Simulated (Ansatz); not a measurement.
A run of Ansatz 0.2.0:

File input.yaml:

```yaml
crystal:
  lattice:
    - [-2.2052049036, 2.2052049036, 2.19611481]
    - [2.2052049036, -2.2052049036, 2.19611481]
    - [2.2052049036, 2.2052049036, -2.19611481]
  atoms:
    - { symbol: Ca, position: [0.5, 0.5, 0.0] }
hamiltonian:
  xc: revpbe
  pseudopotentials: { kind: paw, partial_waves: polarizable }
kpoints:
  mp_grid: { grid: [9, 9, 9] }
scf:
  occupations: { method: tetrahedron }
output:
  forces: true
  stress: true
```

Potentials or basis: Ansatz PAW polarizable.

Launch:

```bash
$ ansatz run input.yaml --threads 1 --pin off --max-ram 2560MiB --backend cpu --events-out ev --progress --plain --runs-dir out
```

Hardware: 1 thread of Arm Neoverse N1, on a shared host.

How long does it take, and how much memory?

Run time: 2.9 s on 1 thread of Arm Neoverse N1 (shared host), peak memory 0.34 GiB. Counts: scf iterations 5, plane waves 871, k points 75, bands 9.
